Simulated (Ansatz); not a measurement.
Runs of Ansatz 0.2.0 on Ti3O4. The structure is tetragonal, space group I4/mmm (No. 139). The conventional cell has a = 4.132 Å, b = 4.132 Å, c = 8.178 Å, α = 90.00°, β = 90.00°, γ = 90.00°. Ti (site symmetry -4m2) has 6 O at 2.04 to 2.07 Å as nearest neighbours. Around Ti (site symmetry 4/mmm) lie 6 O at 2.07 to 2.09 Å. Around O (site symmetry 4mm) lie 5 Ti at 2.07 to 2.09 Å. Around O (site symmetry mmm) lie 4 Ti at 2.04 to 2.07 Å. The cell comes from a database or a generator and needn't be the stable form of this composition.

| level | U | hubbard projectors | double counting | gap on the mesh (eV) | pressure (GPa) | largest force (eV/Å) |
| --- | --- | --- | --- | --- | --- | --- |
| PBEsol | - | - | - | none | -5.7 | (a) |
| PBEsol+U | Ti d U = 4 eV | ortho-atomic (the default) | fll (the default) | none | 0.0 | (c) |
| PBEsol+U | Ti d U = 8 eV | ortho-atomic (the default) | fll (the default) | none | 13.3 | 0.51 |
| PBEsol+U | Ti d U = 5 eV | ortho-atomic (the default) | fll (the default) | none | 1.9 | 0.04 |
| PBEsol+U | Ti d U = 2 eV | ortho-atomic (the default) | fll (the default) | none | (b) | 0.04 |

Alike in all rows: task band structure; potentials or basis Ansatz PAW; no spin polarisation; cell as given; k mesh 9 × 9 × 9; cutoff (eV) 420; smearing fermi-dirac 0.05 eV.

**Question.** Estimate the missing entries.

**Answer.** (a) 0.01; (b) -3.1; (c) 0.06.

Caveats: the PAW data sets come from PBE, with cores solved anew for the run's functional, which leaves a small shift of forces and pressure; U without spin polarisation on a metal has little footing (some runs); semilocal functionals often make such compounds metallic where correlation or magnetic order opens a gap, which also shifts bond lengths (some runs).

A gap of «none» marks a metal or a gap under the smearing width.
